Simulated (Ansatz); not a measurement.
# An O vacancy and H started in the widest void in perovskite SrTiO3, 40 atoms, charge +1

Aim: let the atoms about the defect relax, then find its formation energy and its levels in the gap by PBEsol, HSE06 and r²SCAN.

Method: density functional theory in Ansatz 0.2.0, PAW datasets, plane waves.

### Step 1. Starting point

40 atoms (8 Sr, 8 Ti, 23 O, 1 H); a = 7.783 Å, b = 7.783 Å, c = 7.783 Å, α = 90.00°, β = 90.00°, γ = 90.00°. All atoms were shaken off their sites by about 0.02 Å along each axis. Defect site 1: (0.250, 0.250, 0.500). Defect site 2: (0.125, 0.250, 0.500).

Steps to follow: (2) PBEsol relaxation at the single k point (¼, ¼, ¼), on 7 threads of Arm Neoverse-V2; (3) HSE06 single point at the single k point (¼, ¼, ¼), on 7 threads of Arm Neoverse-V2; (4) r²SCAN single point at the single k point (¼, ¼, ¼), on 7 threads of Arm Neoverse-V2.

### Step 2. PBEsol relaxation in the fixed cell

in.yaml

```yaml
crystal:
  lattice:
    - [7.782821, 0.000000, 0.000000]
    - [0.000000, 7.782821, 0.000000]
    - [0.000000, 0.000000, 7.782821]
  atoms:
    - { symbol: Sr, position: [0.003613, 0.999031, 0.994997] }
    - { symbol: Sr, position: [0.999361, 0.999815, 0.501353] }
    - { symbol: Sr, position: [0.994413, 0.502483, 0.002310] }
    - { symbol: Sr, position: [0.000512, 0.497652, 0.496808] }
    - { symbol: Sr, position: [0.504775, 0.999642, 0.999309] }
    - { symbol: Sr, position: [0.497910, 0.002976, 0.501228] }
    - { symbol: Sr, position: [0.500027, 0.503434, 0.002910] }
    - { symbol: Sr, position: [0.495319, 0.500214, 0.498389] }
    - { symbol: Ti, position: [0.248656, 0.243311, 0.251344] }
    - { symbol: Ti, position: [0.251578, 0.250648, 0.747622] }
    - { symbol: Ti, position: [0.249908, 0.747336, 0.250034] }
    - { symbol: Ti, position: [0.249368, 0.750732, 0.748437] }
    - { symbol: Ti, position: [0.753908, 0.248166, 0.252264] }
    - { symbol: Ti, position: [0.754241, 0.248286, 0.748166] }
    - { symbol: Ti, position: [0.751193, 0.751648, 0.251352] }
    - { symbol: Ti, position: [0.748817, 0.754539, 0.752447] }
    - { symbol: O, position: [0.252098, 0.249052, 0.001067] }
    - { symbol: O, position: [0.252919, 0.751410, 0.993627] }
    - { symbol: O, position: [0.247965, 0.750575, 0.499045] }
    - { symbol: O, position: [0.749697, 0.253617, 0.004711] }
    - { symbol: O, position: [0.749694, 0.252348, 0.503583] }
    - { symbol: O, position: [0.743234, 0.752280, 0.997872] }
    - { symbol: O, position: [0.747698, 0.751679, 0.503014] }
    - { symbol: O, position: [0.004144, 0.244488, 0.253674] }
    - { symbol: O, position: [0.000929, 0.248267, 0.747092] }
    - { symbol: O, position: [0.002596, 0.750305, 0.249835] }
    - { symbol: O, position: [0.001358, 0.745213, 0.748505] }
    - { symbol: O, position: [0.502741, 0.246575, 0.254152] }
    - { symbol: O, position: [0.501555, 0.246379, 0.748414] }
    - { symbol: O, position: [0.496781, 0.749324, 0.250655] }
    - { symbol: O, position: [0.499297, 0.745324, 0.751440] }
    - { symbol: O, position: [0.250089, 0.002520, 0.251439] }
    - { symbol: O, position: [0.249562, 0.002513, 0.748827] }
    - { symbol: O, position: [0.248471, 0.495135, 0.249372] }
    - { symbol: O, position: [0.249578, 0.495362, 0.747406] }
    - { symbol: O, position: [0.750756, 0.999694, 0.250256] }
    - { symbol: O, position: [0.753064, 0.000769, 0.746279] }
    - { symbol: O, position: [0.751366, 0.504585, 0.249247] }
    - { symbol: O, position: [0.753294, 0.500985, 0.745023] }
    - { symbol: H, position: [0.126767, 0.253045, 0.496671] }
  symmetry: { detect: false }
kpoints:
  mp_grid: { grid: [1, 1, 1], shift: [0.25, 0.25, 0.25] }
hamiltonian:
  xc: pbesol
total_charge: 1
scf:
  occupations: { method: fermi_dirac, width: 0.01 }
relax:
  f_tol: 0.03
  max_steps: 80
  escape_saddle: false
  adjacent_minimum: "off"
output:
  forces: true
  eigenvalues: true
  populations: true
  charged_corrections: { epsilon: 300 }
```

Command:

```sh
$ ansatz run in.yaml --threads 7 --pin off --max-ram 26600MiB --runs-dir r --events-out ev --progress --plain
```

The runs that follow: Single point with HSE06; Single point with r²SCAN.

**Question.** What will these runs give? Wanted: for each run, formation energy; host gap; top filled to lowest empty.

**Answer**, as computed:

```
             level                  time  formation energy (eV)  host gap (eV)  top filled to lowest empty (eV)
PBEsol, relaxation  58 s (7 CPU threads)                   2.00           1.46                             2.71
             HSE06  81 s (7 CPU threads)                   1.09           2.99                             4.30
            r²SCAN  14 s (7 CPU threads)                   2.01           1.89                             3.10
```

| quantity | value |
| --- | --- |
| relaxation | 18 recorded steps, 1.87 eV gained |
| largest shift | 0.90 Å (H40) |

**Reading.** Relaxation gains 1.87 eV, with shifts up to 0.90 Å (H40). The formation energy at E_F = VBM goes from 2.00 eV (PBEsol) to 1.09 eV (HSE06), as the host gap goes from 1.46 to 2.99 eV. The reservoirs are the elements' reference phases; where the defect changes the composition, the value depends on that choice. Exact exchange costs time: HSE06 ran about 5.7 times as long as r²SCAN on the same kind of device. The host's edges were read at Γ, so band-like levels at this k point need not coincide with them. Finite-cell errors of some tenths of an eV remain in such numbers. The dielectric constant of 300 in the correction is an assumed value.
